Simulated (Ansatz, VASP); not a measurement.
**Ni in VASP and in Ansatz**

```
Ni
1.0
     0.00000    1.82490    1.82490
     1.82490    0.00000    1.82490
     1.82490    1.82490    0.00000
Ni
1
Direct
  0.00000 0.00000 0.00000
```

Alike in both runs: task single point; functional PBE; k mesh 25 × 25 × 25; occupations fermi-dirac, width 0.1 eV; no spin polarisation.

|  | VASP | Ansatz |
| --- | --- | --- |
| version | VASP 6.6.1 | Ansatz 0.2.0 |
| potentials or method | VASP PAW PBE potentials, release 64 (Ni) | plane waves (420 eV) with PAW, scalar-relativistic |
| plane-wave cutoff (eV) | 520 | 420 |
| valence electrons in the cell | 10 | 18 |

```csv
,VASP,Ansatz,Ansatz less VASP
pressure (GPa),-16.8,-17.2,-0.32
```

With one functional, cell and mesh, what is left measures potentials, basis and numerics. The two sets of potentials don't hold the same shells in valence.

Caveats: so large a pressure means that the cell lies far from this level's equilibrium, or that cutoff or potentials fall short (VASP); the run has no spin polarisation, though such a crystal can be magnetic. Spin polarisation is off, so any magnetic state and its effect on volume and gap are missing.
